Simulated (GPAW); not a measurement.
Runs of GPAW 26.7.0 on CdO. It takes space group Fm-3m (No. 225, cubic). Conventional cell: a = 4.211 Å, b = 4.211 Å, c = 4.211 Å, α = 90.00°, β = 90.00°, γ = 90.00°. Cd (site symmetry m-3m) is surrounded by 6 O at 2.11 Å. Around O (site symmetry m-3m) lie 6 Cd at 2.11 Å. The cell was built by a generator and isn't the measured one.

| task | level | potentials or basis | band path | band points | gap on the mesh (eV) | pressure (GPa) |
| --- | --- | --- | --- | --- | --- | --- |
| single point | TB-mBJ | GPAW PAW data sets for LDA (gpaw-data 1.2.1), pw | - | - | (a) | - |
| band structure | r2SCAN | GPAW PAW data sets (gpaw-data 1.2.1), pw | GXWKGLUWLK,UX | 100 | 0.79 | 105.0 |
| band structure | LDA | the program's PAW data sets (release 1.2.1) made for this functional, pw | GXWKGLUWLK,UX | 60 | 0.17 | 87.2 |
| band structure | GLLB-SC | the program's PAW data sets (release 1.2.1) made for this functional, pw | GXWKGLUWLK,UX | 60 | 1.32 | - |

Alike in all rows: no spin polarisation; cell as given; k mesh 8 × 8 × 8; cutoff (eV) 600; smearing fermi-dirac 0.05 eV.

**Question.** Fill in the values left out.

**Answer.** (a) 2.04.

Caveats: a model potential gives levels but no total energy (some runs); the PAW data sets were made with another functional, which shifts forces and pressure a little (some runs); the cutoff is short for stress and forces, so pressures can be off by a GPa or more (some runs); a pressure of tens of GPa on the cell as given is suspect, and the run, the potentials or the cell itself is likely at fault (some runs); the GLLB-SC gap is the Kohn-Sham gap of the path plus the derivative discontinuity (some runs).

A k mesh can miss the band edges, and the runs leave out spin-orbit coupling on Cd.

Runs at the PBE level aren't shown here.
